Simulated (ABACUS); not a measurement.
# GaSb (F-43m) in ABACUS: single point with rPW86PBE

Aim: the single point of GaSb with rPW86PBE.

Everything below comes from runs of ABACUS 3.10.1. Logs are shortened: lines on timing, memory, paths and dates and some standing lists are left out, and cuts for length are marked.

**What was measured.**

From a printed reference work, data compilation, for a bulk crystal of GaSb at 4.2 K: band gap 0.811 eV (direct).

The runs below are set against these values where they give the same quantity.

## 1. The crystal as given

It takes space group F-43m (No. 216, cubic). Conventional cell: a = 6.118 Å, b = 6.118 Å, c = 6.118 Å, α = 90.00°, β = 90.00°, γ = 90.00°. Sb (site symmetry -43m) is surrounded by 4 Ga at 2.65 Å. Around Ga (site symmetry -43m) lie 4 Sb at 2.65 Å.

## 2. Single point, rPW86PBE

The input, run_abacus.py:

```python
"""ABACUS run from a structure file: ASE reads it, the script writes STRU, KPT and INPUT."""
import re
import subprocess
import spglib
from ase import Atoms
from ase.io import read
from ase.units import Bohr

atoms = read("GaSb.cif")
cell, frac, numbers = spglib.standardize_cell((atoms.cell[:], atoms.get_scaled_positions(), atoms.numbers), to_primitive=True, symprec=1e-4)
atoms = Atoms(numbers=numbers, cell=cell, scaled_positions=frac, pbc=True)  # the primitive cell
atoms = atoms[(-atoms.numbers).argsort(kind="stable")]  # ABACUS lists atoms element by element
pseudo = {'Sb': 'sb_pbe_v1.4.uspp.F.UPF', 'Ga': 'ga_pbe_v1.4.uspp.F.UPF'}
orbital = {}
magmoms = None
kmesh = [6, 6, 6]
params = {
    'suffix': 'GaSb',
    'calculation': 'scf',
    'basis_type': 'pw',
    'pseudo_dir': './',
    'symmetry': 1,
    'dft_functional': 'GGA_X_RPW86+GGA_C_PBE',
    'ecutwfc': 40,
    'pseudo_rcut': 10,
    'nspin': 1,
    'nbands': 27,
    'ks_solver': 'dav',
    'smearing_method': 'fd',
    'smearing_sigma': 0.00367493,
    'scf_thr': 1e-08,
    'scf_nmax': 100,
    'mixing_type': 'broyden',
    'mixing_beta': 0.7,
    'cal_force': 1,
    'cal_stress': 1,
    'ecutrho': 320,
    'out_chg': 1,
    'kpar': 4,
}

symbols = atoms.get_chemical_symbols()
elements = list(dict.fromkeys(symbols))
lines = ["ATOMIC_SPECIES"] + [f"{e} {atoms.get_masses()[symbols.index(e)]:.4f} {pseudo[e]}" for e in elements]
if orbital:
    lines += ["", "NUMERICAL_ORBITAL"] + [orbital[e] for e in elements]
lines += ["", "LATTICE_CONSTANT", f"{1 / Bohr:.10f}", "", "LATTICE_VECTORS"]
lines += [" ".join(f"{x:.10f}" for x in v) for v in atoms.cell]
lines += ["", "ATOMIC_POSITIONS", "Direct"]
for e in elements:
    lines += ["", e, "0.0", str(symbols.count(e))]
    for i, p in enumerate(atoms.get_scaled_positions(wrap=False)):
        if symbols[i] == e:
            mag = "" if magmoms is None else " mag " + " ".join(str(x) for x in (magmoms[i] if isinstance(magmoms[i], list) else [magmoms[i]]))
            lines.append(" ".join(f"{x:.10f}" for x in p) + " 1 1 1" + mag)
open("STRU", "w").write("\n".join(lines) + "\n")
open("KPT", "w").write("K_POINTS\n0\nGamma\n%d %d %d 0 0 0\n" % tuple(kmesh))
open("INPUT", "w").write("INPUT_PARAMETERS\n" + "".join(f"{k:<20s}{v}\n" for k, v in params.items()))

done = subprocess.run(['mpirun', '-np', '4', 'abacus'])
if done.returncode:
    raise SystemExit(done.returncode)
log = open("OUT.GaSb/running_scf.log").read()
print("final energy (eV):", re.findall(r"FINAL_ETOT_IS (\S+)", log))
```

The input, GaSb.cif:

```cif
data_GaSb
_cell_length_a 6.11800000
_cell_length_b 6.11800000
_cell_length_c 6.11800000
_cell_angle_alpha 90.00000000
_cell_angle_beta 90.00000000
_cell_angle_gamma 90.00000000
_space_group_name_H-M_alt 'F-43m'
_space_group_name_Hall 'F -4 2 3'
_space_group_IT_number 216
loop_
_space_group_symop_operation_xyz
'x,y,z'
'y,-x,-z'
'-x,-y,z'
'-y,x,-z'
'x,-y,-z'
'y,x,z'
'-x,y,-z'
'-y,-x,z'
'z,x,y'
'-z,y,-x'
'z,-x,-y'
'-z,-y,x'
'-z,x,-y'
'z,y,x'
'-z,-x,y'
'z,-y,-x'
'y,z,x'
'-x,-z,y'
'-y,z,-x'
'x,-z,-y'
'-y,-z,x'
'x,z,y'
'y,-z,-x'
'-x,z,-y'
'x,y+1/2,z+1/2'
'y,-x+1/2,-z+1/2'
'-x,-y+1/2,z+1/2'
'-y,x+1/2,-z+1/2'
'x,-y+1/2,-z+1/2'
'y,x+1/2,z+1/2'
'-x,y+1/2,-z+1/2'
'-y,-x+1/2,z+1/2'
'z,x+1/2,y+1/2'
'-z,y+1/2,-x+1/2'
'z,-x+1/2,-y+1/2'
'-z,-y+1/2,x+1/2'
'-z,x+1/2,-y+1/2'
'z,y+1/2,x+1/2'
'-z,-x+1/2,y+1/2'
'z,-y+1/2,-x+1/2'
'y,z+1/2,x+1/2'
'-x,-z+1/2,y+1/2'
'-y,z+1/2,-x+1/2'
'x,-z+1/2,-y+1/2'
'-y,-z+1/2,x+1/2'
'x,z+1/2,y+1/2'
'y,-z+1/2,-x+1/2'
'-x,z+1/2,-y+1/2'
'x+1/2,y,z+1/2'
'y+1/2,-x,-z+1/2'
'-x+1/2,-y,z+1/2'
'-y+1/2,x,-z+1/2'
'x+1/2,-y,-z+1/2'
'y+1/2,x,z+1/2'
'-x+1/2,y,-z+1/2'
'-y+1/2,-x,z+1/2'
'z+1/2,x,y+1/2'
'-z+1/2,y,-x+1/2'
'z+1/2,-x,-y+1/2'
'-z+1/2,-y,x+1/2'
'-z+1/2,x,-y+1/2'
'z+1/2,y,x+1/2'
'-z+1/2,-x,y+1/2'
'z+1/2,-y,-x+1/2'
'y+1/2,z,x+1/2'
'-x+1/2,-z,y+1/2'
'-y+1/2,z,-x+1/2'
'x+1/2,-z,-y+1/2'
'-y+1/2,-z,x+1/2'
'x+1/2,z,y+1/2'
'y+1/2,-z,-x+1/2'
'-x+1/2,z,-y+1/2'
'x+1/2,y+1/2,z'
'y+1/2,-x+1/2,-z'
'-x+1/2,-y+1/2,z'
'-y+1/2,x+1/2,-z'
'x+1/2,-y+1/2,-z'
'y+1/2,x+1/2,z'
'-x+1/2,y+1/2,-z'
'-y+1/2,-x+1/2,z'
'z+1/2,x+1/2,y'
'-z+1/2,y+1/2,-x'
'z+1/2,-x+1/2,-y'
'-z+1/2,-y+1/2,x'
'-z+1/2,x+1/2,-y'
'z+1/2,y+1/2,x'
'-z+1/2,-x+1/2,y'
'z+1/2,-y+1/2,-x'
'y+1/2,z+1/2,x'
'-x+1/2,-z+1/2,y'
'-y+1/2,z+1/2,-x'
'x+1/2,-z+1/2,-y'
'-y+1/2,-z+1/2,x'
'x+1/2,z+1/2,y'
'y+1/2,-z+1/2,-x'
'-x+1/2,z+1/2,-y'
loop_
_atom_site_label
_atom_site_type_symbol
_atom_site_symmetry_multiplicity
_atom_site_Wyckoff_symbol
_atom_site_fract_x
_atom_site_fract_y
_atom_site_fract_z
_atom_site_occupancy
Sb1 Sb 4 c 0.2500000000 0.2500000000 0.2500000000 1
Ga1 Ga 4 a 0.0000000000 0.0000000000 0.0000000000 1
```

Potentials or basis: GBRV ultrasoft 1.5 PBE, plane waves.

The run is started by

```bash
> OMP_NUM_THREADS=1 python run_abacus.py > log
```

running log:

```text
ABACUS v3.10.1

               Atomic-orbital Based Ab-initio Computation at UStc

 ------------------------------------------------------------------------------------

 READING GENERAL INFORMATION
                           global_out_dir = OUT.GaSb/
                           global_in_card = INPUT
                               pseudo_dir = ./
                              orbital_dir =
                                    DSIZE = 4
                                    GSIZE = 1
[... 5 lines left out ...]

 READING ATOM TYPE 1
                               atom label = Sb
                      L=0, number of zeta = 1
                      L=1, number of zeta = 1
                      L=2, number of zeta = 1
             number of atom for this type = 1

 READING ATOM TYPE 2
                               atom label = Ga
                      L=0, number of zeta = 1
                      L=1, number of zeta = 1
                      L=2, number of zeta = 1
             number of atom for this type = 1

                        TOTAL ATOM NUMBER = 2
DIRECT COORDINATES
    atom                   x                   y                   z     mag                  vx                  vy                  vz
taud_Sb1            0.2500000000        0.2500000000        0.2500000000  0.0000        0.0000000000        0.0000000000        0.0000000000
taud_Ga1            0.0000000000        0.0000000000        0.0000000000  0.0000        0.0000000000        0.0000000000        0.0000000000

                          Volume (Bohr^3) = 386.336
                             Volume (A^3) = 57.249

 Lattice vectors: (Cartesian coordinate: in unit of a_0)
                   +0              +3.059              +3.059
               +3.059                  +0              +3.059
               +3.059              +3.059                  +0
 Reciprocal vectors: (Cartesian coordinate: in unit of 2 pi/a_0)
            -0.163452           +0.163452           +0.163452
            +0.163452           -0.163452           +0.163452
            +0.163452           +0.163452           -0.163452
 The esolver type has been set to : ksdft_pw

                PAO radial cut off (Bohr) = 10

 Read in pseudopotential file is sb_pbe_v1.4.uspp.F.UPF
                     pseudopotential type = US
          exchange-correlation functional = PBE
                 nonlocal core correction = 1
                        valence electrons = 15
                                     lmax = 2
                           number of zeta = 3
[... 5 lines left out ...]
                           L of projector = 2
                           L of projector = 2
 XC functional updated to : GGA_X_RPW86+GGA_C_PBE
          exchange-correlation functional = GGA_X_RPW86+GGA_C_PBE
                PAO radial cut off (Bohr) = 10

 Read in pseudopotential file is ga_pbe_v1.4.uspp.F.UPF
                     pseudopotential type = US
          exchange-correlation functional = PBE
                 nonlocal core correction = 1
                        valence electrons = 19
                                     lmax = 2
[... 177 lines left out ...]

 SETUP NONLOCAL PSEUDOPOTENTIALS IN PLANE WAVE BASIS
 Sb non-local projectors:
 projector 1 L=0
 projector 2 L=0
 projector 3 L=1
 projector 4 L=1
 projector 5 L=2
 projector 6 L=2
 Ga non-local projectors:
 projector 1 L=0
 projector 2 L=0
 projector 3 L=1
 projector 4 L=1
 projector 5 L=2
 projector 6 L=2
      TOTAL NUMBER OF NONLOCAL PROJECTORS = 36

 Init Non-Local PseudoPotential table :
 Init Non-Local-Pseudopotential done.

                                     npwx = 1676

 Make real space PAO into reciprocal space.
       max mesh points in Pseudopotential = 771
     dq(describe PAO in reciprocal space) = 0.01
                                    max q = 763

 number of pseudo atomic orbitals for Sb is 3
WARNING: norm of atomic wavefunction # 3 of atomic type Sb is 0.999997, renormalized

 number of pseudo atomic orbitals for Ga is 4
WARNING: norm of atomic wavefunction # 4 of atomic type Ga is 0.999965, renormalized

 -------------------------------------------
 SELF-CONSISTENT
 -------------------------------------------
                                 init_chg = atomic

 PW ALGORITHM --------------- ION=   1  ELEC=   1--------------------------------

 Density error is 33.0402078753
                          Error Threshold = 0.01
----------------------------------------------------------
     Energy           Rydberg                 eV
----------------------------------------------------------
 E_KohnSham     -577.9730649824      -7863.7269742846
 E_Harris       -744.1386243378      -10124.5253928750
 E_Fermi        0.9370609843         12.7493687597
----------------------------------------------------------
[... 123 lines left out ...]
 Density error is 3.86709550065e-10
                          Error Threshold = 7.23405467577e-11
----------------------------------------------------------
     Energy           Rydberg                 eV
----------------------------------------------------------
 E_KohnSham     -601.0720929534      -8178.0053729524
 E_KS(sigma->0) -601.0720557362      -8178.0048665858
 E_Harris       -601.0725122603      -8178.0110779153
 E_band         -56.0178792499       -762.1623476745
 E_one_elec     -498.4123299766      -6781.2476411377
 E_Hartree      262.6620795205       3573.7009300077
 E_xc           -93.3955491612       -1270.7116364321
 E_Ewald        -271.9262189016      -3699.7460126571
 E_entropy(-TS) -0.0000744345        -0.0010127332
 E_descf        0.0000000000         0.0000000000
 E_exx          0.0000000000         0.0000000000
 E_Fermi        0.6167983248         8.3919717341
----------------------------------------------------------

 charge density convergence is achieved
 final etot is -8178.005373 eV
 EFERMI = 8.3919717341 eV

 STATE ENERGY(eV) AND OCCUPATIONS    NSPIN == 1
 1/4 kpoint (Cartesian) = 0.0000 0.0000 0.0000 (1639 pws)
       1       -86.3079     0.00925926
       2       -86.3079     0.00925926
       3       -86.3079     0.00925926
       4       -20.4961     0.00925926
       5       -20.4961     0.00925926
       6       -20.4961     0.00925926
[... 106 lines left out ...]
      26        19.7247        0.00000
      27        19.7247        0.00000

------------------------------------------------------------------------------------------
 TOTAL-FORCE (eV/Angstrom)
------------------------------------------------------------------------------------------
                       Sb1         0.0000000000         0.0000000000         0.0000000000
                       Ga1         0.0000000000         0.0000000000         0.0000000000
------------------------------------------------------------------------------------------

----------------------------------------------------------------
 TOTAL-STRESS (KBAR)
----------------------------------------------------------------
        46.5250484301        -0.0000000000        -0.0000000000
        -0.0000000000        46.5250484301         0.0000000000
        -0.0000000000         0.0000000000        46.5250484301
----------------------------------------------------------------
 TOTAL-PRESSURE: 46.525048 KBAR

 --------------------------------------------
 !FINAL_ETOT_IS -8178.0053729524124719 eV
 --------------------------------------------
```

Wall time 27 s (4 MPI ranks of Intel Xeon Platinum 8488C (Sapphire Rapids), shared host); peak memory 0.8 GiB.

Results:

```
Free energy            : -8178.0054 eV
Pressure               : 4.7 GPa
Band gap on the k mesh : none (metal or under the smearing width)
```

Caveat: the potentials were made for another functional, which shifts forces and pressure; this crystal is a semiconductor, whose small gap the functional closes, so the metal is an error of the method. The run has no spin-orbit coupling, so splittings on Sb are missing.

## 3. Comparison with measurements

Step 2. Against the measured gap of GaSb, 0.811 eV (direct; 4.2 K; a printed reference work, data compilation), the calculated 0.00 eV is off by -0.81 eV. Spin-orbit coupling on Ga, Sb is left out. The value is that of rPW86PBE on a finite k mesh, which can miss the band edges, without temperature or zero-point motion.
